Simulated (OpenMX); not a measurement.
# ZnSe (Stilleite) under changes of volume

One of the cells (22.757 Å³/atom); the others are scaled copies at fixed shape and fractional positions:

```xyz
2
Lattice="0.0000 2.8338 2.8338 2.8338 0.0000 2.8338 2.8338 2.8338 0.0000" Properties=species:S:1:pos:R:3 pbc="T T T"
Se    4.2507    4.2507    4.2507
Zn    0.0000    0.0000    0.0000
```

```yaml
Program: OpenMX 3.8.5
Functional: LDA
Potentials_or_basis: OpenMX 2013 LDA set, Se7.0-s3p2d1, Zn6.0H-s2p2d1, fixed grid of 45 × 45 × 45 points
k_mesh: 9 × 9 × 9
Occupations: fermi-dirac, width 0.05 eV
Spin: no spin polarisation
```

| volume (Å³/atom) | energy over the lowest point (meV/atom) | gap on the mesh (eV) |
| --- | --- | --- |
| 21.391 | ? | ? |
| 21.846 | 2.98 | 1.60 |
| 22.301 | 0.00 | 1.50 |
| 22.757 | 0.67 | 1.39 |
| 23.212 | 5.28 | 1.29 |
| 23.667 | 12.93 | 1.19 |
| 24.122 | 23.27 | 1.10 |

Q: What does the run at 21.391 Å³/atom give?

A: Energy over the lowest point 10.09 meV/atom; gap on the mesh 1.71 eV.

Worked out: A Birch-Murnaghan fit of order 3 (a polynomial in V^(-2/3)) to the other rows has its minimum at 22.42 Å³/atom with B0 = V·E''(V) = 67 GPa and B' = 5.0. It gives 10.67 meV/atom at 21.391 Å³/atom, against the run's 10.09. A straight line through the other rows of the gap, of slope -5.09 eV per unit of ln V (its deformation potential), extrapolates to 1.71 eV, against the run's 1.71.

Energies are extrapolated to zero smearing.

Caveats: the transition metal has a single d function, too few for pressures, volumes and moments; the basis of atomic orbitals isn't converged, which shifts pressures, moduli and gaps.

Spin-orbit coupling on Se is left out.
